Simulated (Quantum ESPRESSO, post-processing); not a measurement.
# black phosphorene, 1 layer, stepped through biaxial strain, part 6 of 6

Wanted: a table for black phosphorene, 1 layer against biaxial strain, and what can be fitted to it.

Quantum ESPRESSO 7.5; plane-wave DFT, PBE, GBRV ultrasoft pseudopotentials.

So far. Step 9 (Relaxation with pw.x, 3 %): The relaxation lowers the energy by 7 meV an atom.

### 11. Relaxation with pw.x, 4 %

m8.relax.in reads:

```
&control
  prefix = 'm8.relax'
  outdir = './out'
  pseudo_dir = './pseudo'
  nstep = 40
  forc_conv_thr = 0.0003
  calculation = 'relax'
  tstress = .true.
/
&system
  ibrav = 0
  nat = 4
  ntyp = 1
  ecutwfc = 50
  ecutrho = 250
  occupations = 'smearing'
  smearing = 'fd'
  degauss = 0.002
/
&electrons
  conv_thr = 1e-09
  mixing_beta = 0.4
  electron_maxstep = 120
  mixing_mode = 'plain'
/
&ions
/
ATOMIC_SPECIES
  P   30.9738  p_pbe_v1.5.uspp.F.UPF
CELL_PARAMETERS angstrom
  4.80545132704000 0.00000000000000 0.00000000000000
  0.00000000000000 3.43349054152000 0.00000000000000
  0.00000000000000 0.00000000000000 17.24000000000000
ATOMIC_POSITIONS crystal
  P   0.088876791900 0.000000000000 0.438878701600
  P   0.411439913500 0.500000000000 0.438883251500
  P   0.588560086500 0.500000000000 0.561116748500
  P   0.911123208100 0.000000000000 0.561121298400
K_POINTS automatic
  8 10 1 0 0 0
```

Started as:

```console
$ OMP_NUM_THREADS=1 mpirun -n 4 pw.x -nk 4 -in m8.relax.in > m8.relax.out
```

What it wrote:

```text
[banner, memory and clock lines left out]
Program PWSCF v.7.5 starts
[...]
Message from routine setup:
[...]
number of electrons       =        20.00
     number of Kohn-Sham states=           14
     kinetic-energy cutoff     =      50.0000  Ry
     charge density cutoff     =     250.0000  Ry
[...]
number of k points=    30  Fermi-Dirac smearing, width (Ry)=  0.0020
[...]
Dense  grid:   128107 G-vectors     FFT dimensions: (  45,  36, 180)
[...]
negative rho (up, down):  7.623E-05 0.000E+00
     Starting wfcs are   16 randomized atomic wfcs
[...]
negative rho (up, down):  8.427E-06 0.000E+00
[...]
estimated scf accuracy    <       0.05636923 Ry
[...]
negative rho (up, down):  6.459E-05 0.000E+00
[...]
estimated scf accuracy    <       0.01749056 Ry
[...]
negative rho (up, down):  8.531E-05 0.000E+00
[...]
estimated scf accuracy    <       0.00029013 Ry
[...]
negative rho (up, down):  1.001E-04 0.000E+00
[...]
estimated scf accuracy    <       0.00010103 Ry
[...]
negative rho (up, down):  1.111E-04 0.000E+00
[...]
estimated scf accuracy    <       0.00001036 Ry
[...]
negative rho (up, down):  1.173E-04 0.000E+00
[...]
estimated scf accuracy    <       0.00000498 Ry
[...]
negative rho (up, down):  1.213E-04 0.000E+00
[...]
estimated scf accuracy    <       0.00000012 Ry
[...]
negative rho (up, down):  1.238E-04 0.000E+00
[...]
estimated scf accuracy    <       0.00000004 Ry
[...]
negative rho (up, down):  1.253E-04 0.000E+00
[...]
estimated scf accuracy    <          4.1E-09 Ry
[...]
negative rho (up, down):  1.263E-04 0.000E+00
[...]
estimated scf accuracy    <          1.1E-09 Ry
[...]
negative rho (up, down):  1.277E-04 0.000E+00
[...]
the Fermi energy is    -1.4403 ev
!    total energy              =     -62.05387703 Ry
     estimated scf accuracy    <          2.1E-11 Ry
     smearing contrib. (-TS)   =      -0.00000000 Ry
     internal energy E=F+TS    =     -62.05387703 Ry
[...]
one-electron contribution =    -259.38266609 Ry
     hartree contribution      =     133.05262914 Ry
     xc contribution           =     -23.38672337 Ry
     ewald contribution        =      87.66288329 Ry
     convergence has been achieved in  11 iterations
     negative rho (up, down):  1.277E-04 0.000E+00
[...]
Total force =     0.048461     Total SCF correction =     0.000009
[...]
negative rho (up, down):  1.277E-04 0.000E+00
[...]
negative rho (up, down):  1.314E-04 0.000E+00
[...]
negative rho (up, down):  1.279E-04 0.000E+00
[...]
estimated scf accuracy    <       0.00003789 Ry
[...]
negative rho (up, down):  1.272E-04 0.000E+00
[...]
estimated scf accuracy    <       0.00001054 Ry
[...]
negative rho (up, down):  1.272E-04 0.000E+00
[...]
estimated scf accuracy    <       0.00000107 Ry
[...]
negative rho (up, down):  1.273E-04 0.000E+00
[...]
estimated scf accuracy    <       0.00000008 Ry
[...]
negative rho (up, down):  1.274E-04 0.000E+00
[...]
estimated scf accuracy    <          3.8E-09 Ry
[...]
negative rho (up, down):  1.278E-04 0.000E+00
[...]
the Fermi energy is    -1.2782 ev
!    total energy              =     -62.05584196 Ry
     estimated scf accuracy    <          2.9E-10 Ry
     smearing contrib. (-TS)   =      -0.00000000 Ry
     internal energy E=F+TS    =     -62.05584196 Ry
[...]
one-electron contribution =    -259.91710322 Ry
     hartree contribution      =     133.30340401 Ry
     xc contribution           =     -23.40552253 Ry
     ewald contribution        =      87.96337978 Ry
     convergence has been achieved in   6 iterations
     negative rho (up, down):  1.278E-04 0.000E+00
[...]
Total force =     0.032683     Total SCF correction =     0.000008
[...]
negative rho (up, down):  1.278E-04 0.000E+00
[...]
negative rho (up, down):  1.326E-04 0.000E+00
[...]
negative rho (up, down):  1.282E-04 0.000E+00
[...]
estimated scf accuracy    <       0.00004566 Ry
[...]
negative rho (up, down):  1.273E-04 0.000E+00
[...]
estimated scf accuracy    <       0.00001308 Ry
[...]
negative rho (up, down):  1.272E-04 0.000E+00
[...]
estimated scf accuracy    <       0.00000091 Ry
[...]
negative rho (up, down):  1.274E-04 0.000E+00
[...]
estimated scf accuracy    <       0.00000011 Ry
[...]
negative rho (up, down):  1.275E-04 0.000E+00
[...]
estimated scf accuracy    <          4.4E-09 Ry
[...]
negative rho (up, down):  1.277E-04 0.000E+00
[...]
estimated scf accuracy    <          5.2E-10 Ry
[...]
negative rho (up, down):  1.279E-04 0.000E+00
[...]
the Fermi energy is    -1.2603 ev
!    total energy              =     -62.05711849 Ry
     estimated scf accuracy    <          3.6E-11 Ry
     smearing contrib. (-TS)   =      -0.00000000 Ry
     internal energy E=F+TS    =     -62.05711849 Ry
[...]
one-electron contribution =    -260.66339973 Ry
     hartree contribution      =     133.65768563 Ry
     xc contribution           =     -23.42804751 Ry
     ewald contribution        =      88.37664312 Ry
     convergence has been achieved in   7 iterations
     negative rho (up, down):  1.279E-04 0.000E+00
[...]
Total force =     0.015811     Total SCF correction =     0.000007
[...]
negative rho (up, down):  1.279E-04 0.000E+00
[...]
negative rho (up, down):  1.328E-04 0.000E+00
[...]
negative rho (up, down):  1.286E-04 0.000E+00
[...]
estimated scf accuracy    <       0.00004003 Ry
[...]
negative rho (up, down):  1.275E-04 0.000E+00
[...]
estimated scf accuracy    <       0.00001157 Ry
[...]
negative rho (up, down):  1.274E-04 0.000E+00
[...]
estimated scf accuracy    <       0.00000073 Ry
[...]
negative rho (up, down):  1.274E-04 0.000E+00
[...]
estimated scf accuracy    <       0.00000012 Ry
[...]
negative rho (up, down):  1.275E-04 0.000E+00
[...]
estimated scf accuracy    <          8.7E-09 Ry
[...]
negative rho (up, down):  1.276E-04 0.000E+00
[...]
estimated scf accuracy    <          7.3E-10 Ry
[...]
negative rho (up, down):  1.278E-04 0.000E+00
[...]
the Fermi energy is    -1.2446 ev
!    total energy              =     -62.05751486 Ry
     estimated scf accuracy    <          5.9E-11 Ry
     smearing contrib. (-TS)   =      -0.00000000 Ry
     internal energy E=F+TS    =     -62.05751486 Ry
[...]
one-electron contribution =    -261.55940816 Ry
     hartree contribution      =     134.08755517 Ry
     xc contribution           =     -23.45074905 Ry
     ewald contribution        =      88.86508718 Ry
     convergence has been achieved in   7 iterations
     negative rho (up, down):  1.278E-04 0.000E+00
[...]
Total force =     0.006312     Total SCF correction =     0.000006
[...]
negative rho (up, down):  1.278E-04 0.000E+00
[...]
negative rho (up, down):  1.285E-04 0.000E+00
[...]
negative rho (up, down):  1.281E-04 0.000E+00
[...]
estimated scf accuracy    <       0.00000100 Ry
[...]
negative rho (up, down):  1.279E-04 0.000E+00
[...]
estimated scf accuracy    <       0.00000028 Ry
[...]
negative rho (up, down):  1.278E-04 0.000E+00
[...]
estimated scf accuracy    <       0.00000001 Ry
[...]
negative rho (up, down):  1.278E-04 0.000E+00
[...]
estimated scf accuracy    <       0.00000002 Ry
[...]
negative rho (up, down):  1.278E-04 0.000E+00
[...]
estimated scf accuracy    <          2.0E-09 Ry
[...]
negative rho (up, down):  1.278E-04 0.000E+00
[...]
estimated scf accuracy    <          1.1E-10 Ry
[...]
negative rho (up, down):  1.278E-04 0.000E+00
[...]
the Fermi energy is    -1.2441 ev
!    total energy              =     -62.05754834 Ry
     estimated scf accuracy    <          8.9E-12 Ry
     smearing contrib. (-TS)   =      -0.00000000 Ry
     internal energy E=F+TS    =     -62.05754834 Ry
[...]
one-electron contribution =    -261.77019770 Ry
     hartree contribution      =     134.19107647 Ry
     xc contribution           =     -23.45356105 Ry
     ewald contribution        =      88.97513394 Ry
     convergence has been achieved in   7 iterations
     negative rho (up, down):  1.278E-04 0.000E+00
[...]
Total force =     0.004321     Total SCF correction =     0.000004
[...]
negative rho (up, down):  1.278E-04 0.000E+00
[...]
negative rho (up, down):  1.285E-04 0.000E+00
[...]
negative rho (up, down):  1.281E-04 0.000E+00
[...]
estimated scf accuracy    <       0.00000115 Ry
[...]
negative rho (up, down):  1.279E-04 0.000E+00
[...]
estimated scf accuracy    <       0.00000032 Ry
[...]
negative rho (up, down):  1.278E-04 0.000E+00
[...]
estimated scf accuracy    <       0.00000002 Ry
[...]
negative rho (up, down):  1.277E-04 0.000E+00
[...]
estimated scf accuracy    <          5.8E-09 Ry
[...]
negative rho (up, down):  1.277E-04 0.000E+00
[...]
estimated scf accuracy    <          2.4E-09 Ry
[...]
negative rho (up, down):  1.277E-04 0.000E+00
[...]
estimated scf accuracy    <          5.5E-11 Ry
[...]
negative rho (up, down):  1.277E-04 0.000E+00
[...]
estimated scf accuracy    <          1.5E-11 Ry
[...]
negative rho (up, down):  1.277E-04 0.000E+00
[...]
the Fermi energy is    -1.2440 ev
!    total energy              =     -62.05757063 Ry
     estimated scf accuracy    <          5.9E-13 Ry
     smearing contrib. (-TS)   =      -0.00000000 Ry
     internal energy E=F+TS    =     -62.05757063 Ry
[...]
one-electron contribution =    -261.98886206 Ry
     hartree contribution      =     134.29879775 Ry
     xc contribution           =     -23.45611281 Ry
     ewald contribution        =      89.08860649 Ry
     convergence has been achieved in   8 iterations
     negative rho (up, down):  1.277E-04 0.000E+00
[...]
Total force =     0.001774     Total SCF correction =     0.000001
[...]
negative rho (up, down):  1.277E-04 0.000E+00
[...]
negative rho (up, down):  1.282E-04 0.000E+00
[...]
negative rho (up, down):  1.279E-04 0.000E+00
[...]
estimated scf accuracy    <       0.00000055 Ry
[...]
negative rho (up, down):  1.278E-04 0.000E+00
[...]
estimated scf accuracy    <       0.00000015 Ry
[...]
negative rho (up, down):  1.277E-04 0.000E+00
[...]
estimated scf accuracy    <          7.9E-09 Ry
[...]
negative rho (up, down):  1.277E-04 0.000E+00
[...]
estimated scf accuracy    <          2.3E-09 Ry
[...]
negative rho (up, down):  1.277E-04 0.000E+00
[...]
estimated scf accuracy    <          9.1E-10 Ry
[...]
negative rho (up, down):  1.277E-04 0.000E+00
[...]
estimated scf accuracy    <          1.6E-11 Ry
[...]
negative rho (up, down):  1.276E-04 0.000E+00
[...]
the Fermi energy is    -1.2440 ev
!    total energy              =     -62.05757505 Ry
     estimated scf accuracy    <          6.0E-12 Ry
     smearing contrib. (-TS)   =      -0.00000000 Ry
     internal energy E=F+TS    =     -62.05757505 Ry
[...]
one-electron contribution =    -262.13864699 Ry
     hartree contribution      =     134.37261398 Ry
     xc contribution           =     -23.45784961 Ry
     ewald contribution        =      89.16630757 Ry
     convergence has been achieved in   7 iterations
     negative rho (up, down):  1.276E-04 0.000E+00
[...]
Total force =     0.000092     Total SCF correction =     0.000006
[...]
negative rho (up, down):  1.276E-04 0.000E+00
[...]
```

The job ended after 3.7 min (4 MPI ranks of Intel Xeon at 2.70GHz, shared host; peak memory 0.89 GiB).

The steps of the relaxation:

```csv
step,energy less that of the first step (eV),largest force (eV/Å)
1,0.0000,0.6267
2,-0.0267,0.4233
3,-0.0441,0.2055
4,-0.0495,0.0821
5,-0.0500,0.0565
6,-0.0503,0.0236
7,-0.0503,0.0013
```

The atoms that moved most (Å):

```
atom      dx     dy      dz  length
  P2  -0.037  0.000   0.019   0.041
  P3   0.037  0.000  -0.019   0.041
  P1   0.036  0.000   0.019   0.041
  P4  -0.036  0.000  -0.019   0.041
```

Final coordinates:

```xyz
4
Lattice="4.8055 0.0000 0.0000 0.0000 3.4335 0.0000 0.0000 0.0000 17.2400" Properties=species:S:1:pos:R:3
P     0.4627    0.0000    7.5856
P     1.9404    1.7167    7.5856
P     2.8651    1.7167    9.6544
P     4.3427    0.0000    9.6544
```

The relaxation lowers the energy by 13 meV an atom.

Read from the output:

```
free energy  : -844.3363 eV
Fermi energy : -1.244 eV
```

### 12. SCF with pw.x, 4 %

m8.scf.in reads:

```
&control
  prefix = 'm8.scf'
  outdir = './out'
  pseudo_dir = './pseudo'
  calculation = 'scf'
  tprnfor = .true.
/
&system
  ibrav = 0
  nat = 4
  ntyp = 1
  ecutwfc = 40
  ecutrho = 200
  occupations = 'smearing'
  smearing = 'fd'
  degauss = 0.002
  nbnd = 14
/
&electrons
  conv_thr = 1e-09
  mixing_beta = 0.4
  electron_maxstep = 120
  mixing_mode = 'plain'
/
ATOMIC_SPECIES
  P   30.9738  p_pbe_v1.5.uspp.F.UPF
CELL_PARAMETERS angstrom
  4.80545132704000 0.00000000000000 0.00000000000000
  0.00000000000000 3.43349054152000 0.00000000000000
  0.00000000000000 0.00000000000000 17.24000000000000
ATOMIC_POSITIONS crystal
  P   0.096296419700 0.000000000000 0.439997952800
  P   0.403785909600 0.500000000000 0.439997780000
  P   0.596214090400 0.500000000000 0.560002220000
  P   0.903703580300 0.000000000000 0.560002047200
K_POINTS automatic
  8 10 1 0 0 0
```

Started as:

```console
$ OMP_NUM_THREADS=1 mpirun -n 4 pw.x -nk 4 -in m8.scf.in > m8.scf.out
```

What it wrote:

```text
[banner, memory and clock lines left out]
Program PWSCF v.7.5 starts
[...]
Message from routine setup:
[...]
number of electrons       =        20.00
     number of Kohn-Sham states=           14
     kinetic-energy cutoff     =      40.0000  Ry
     charge density cutoff     =     200.0000  Ry
[...]
number of k points=    30  Fermi-Dirac smearing, width (Ry)=  0.0020
[...]
Dense  grid:    91767 G-vectors     FFT dimensions: (  45,  30, 150)
[...]
negative rho (up, down):  1.071E-04 0.000E+00
     Starting wfcs are   16 randomized atomic wfcs
[...]
negative rho (up, down):  1.726E-04 0.000E+00
[...]
estimated scf accuracy    <       0.06029609 Ry
[...]
negative rho (up, down):  2.430E-04 0.000E+00
[...]
estimated scf accuracy    <       0.01843826 Ry
[...]
negative rho (up, down):  2.594E-04 0.000E+00
[...]
estimated scf accuracy    <       0.00032617 Ry
[...]
negative rho (up, down):  2.672E-04 0.000E+00
[...]
estimated scf accuracy    <       0.00010880 Ry
[...]
negative rho (up, down):  2.754E-04 0.000E+00
[...]
estimated scf accuracy    <       0.00001144 Ry
[...]
negative rho (up, down):  2.794E-04 0.000E+00
[...]
estimated scf accuracy    <       0.00000478 Ry
[...]
negative rho (up, down):  2.821E-04 0.000E+00
[...]
estimated scf accuracy    <       0.00000019 Ry
[...]
negative rho (up, down):  2.840E-04 0.000E+00
[...]
estimated scf accuracy    <       0.00000002 Ry
[...]
negative rho (up, down):  2.851E-04 0.000E+00
[...]
estimated scf accuracy    <          3.0E-09 Ry
[...]
negative rho (up, down):  2.858E-04 0.000E+00
[...]
estimated scf accuracy    <          1.5E-09 Ry
[...]
negative rho (up, down):  2.869E-04 0.000E+00
[...]
the Fermi energy is    -1.2440 ev
!    total energy              =     -62.05749432 Ry
     estimated scf accuracy    <          8.5E-11 Ry
     smearing contrib. (-TS)   =      -0.00000000 Ry
     internal energy E=F+TS    =     -62.05749432 Ry
[...]
one-electron contribution =    -262.13820258 Ry
     hartree contribution      =     134.37233105 Ry
     xc contribution           =     -23.45793032 Ry
     ewald contribution        =      89.16630754 Ry
     convergence has been achieved in  11 iterations
     negative rho (up, down):  2.869E-04 0.000E+00
[...]
Total force =     0.000101     Total SCF correction =     0.000018
[...]
```

Wall time 29 s (4 MPI ranks); peak memory 0.47 GiB; 1.9 min of CPU time.

Read from the output:

- free energy: -844.3352 eV
- valence top, on the run's zero: -1.857 eV
- conduction bottom, on the run's zero: -0.6675 eV
- gap by band count: 1.189 eV

### 13. The series side by side

The series in one table, energies over the lowest:

```csv
biaxial strain,energy (eV),gap along the path (eV),upper vacuum level over the valence top of the mesh (eV),lower vacuum level over that top (eV)
-4 %,0.1400,0.4617,4.89,4.89
-3 %,0.0773,0.5819,4.942,4.942
-2 %,0.0340,0.6934,4.981,4.981
-1 %,0.0087,0.7992,5.016,5.016
0 %,0.0000,0.9011,5.047,5.047
1 %,0.0067,0.9942,5.073,5.073
2 %,0.0275,1.083,5.096,5.096
3 %,0.0614,1.176,5.117,5.117
4 %,0.1072,1.189,5.134,5.134
```

### 14. Worked from the printed numbers

A parabola through the energies within ±2 % has E = 76.91 eV × ε² -0.149 eV × ε; for the curvature, over A = 15.255 Å² this is 76.91 × 1/15.255 × 16.02 = 81 N/m.

### 15. Summary of results

| Property | Result |
| --- | --- |
| (C11 + C22)/2 + C12 | 81 N/m |
| gap along the path, at -4 % and at 4 % | 0.46, 1.19 eV |
| upper vacuum level over the valence top of the mesh, at -4 % and at 4 % | 4.89, 5.13 eV |
| lower vacuum level over that top, at -4 % and at 4 % | 4.89, 5.13 eV |

In words: The series holds 9 members; (C11 + C22)/2 + C12: 81 N/m (PBE, GBRV ultrasoft). The energy is lowest near zero strain. From -4 % to 4 % the gap along the path rises from 0.46 to 1.19 eV. From -4 % to 4 % the upper vacuum level over the valence top of the mesh rises from 4.89 to 5.13 eV. From -4 % to 4 % the lower vacuum level over that top rises from 4.89 to 5.13 eV. Semilocal gaps are too small; the 1×1 cell can't ripple over many cells under compression as a free sheet would. No spin-orbit coupling.

[Logs are printed without paths, hosts, clocks, repeated set-up lines and the standing remarks that a program may print on its own settings, such as how far it seeks lower states.]

[Hosts, paths, dates, database ids (printed as entryN), source tags and the programs' standing remarks are cut or masked in the printed files.]

[Maps of the electrostatic potential energy from Ansatz leave out the sawtooth potential of an applied field or a dipole correction, so their vacuum need not be flat; planar profiles and work functions include it.]
